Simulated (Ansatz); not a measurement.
Li, DFT, PBE, PAW with Ansatz's default frozen-core files, scalar-relativistic (Ansatz 0.2.0), run on 1 thread of Intel(R) Xeon(R) Platinum 8375C CPU @ 2.90GHz (Ice Lake) on a shared host.

Structure: COD 9017802, as refined from experiment and not relaxed. The listed cell was then made from it by scaling, straining or moving an atom.

Command: `ansatz run input.yaml --threads 1 --pin off --max-ram 6144MiB --backend cpu --events-out ev --progress --plain --runs-dir out`

```yaml
crystal:
  lattice:
    - [1.5039839967, 0.8683255653, 7.5883]
    - [-1.5039839967, 0.8683255653, 7.5883]
    - [0.0, -1.7366511308, 7.5883]
  atoms:
    - { symbol: Li, position: [0.0, 0.0, 0.0] }
    - { symbol: Li, position: [0.222, 0.222, 0.222] }
    - { symbol: Li, position: [0.778, 0.778, 0.778] }
kpoints:
  mp_grid: { grid: [12, 12, 12] }
scf:
  occupations: { method: fermi_dirac, width: 0.05 }
hamiltonian:
  xc: pbe
  pseudopotentials: { kind: paw }
output:
  forces: true
  stress: true
  eigenvalues: true
  efg: { contact_densities: true }
```

(1) How large is the problem that the program sets up?

(2) Estimate the wall time and the peak memory.

(3) And the same cell and mesh by crystal-made all-electron datasets, asked for forces, stress, eigenvalues, efg, on the same hardware?

Results:

(1) 189 irreducible k-points, 1117 plane waves at Γ, 9 bands.

(2) 4.1 s of wall time for 6 SCF iterations, with a peak of 0.41 GiB. Times on shared machines scatter by tens of per cent.

(3) 4.2 s, peak memory 0.33 GiB.
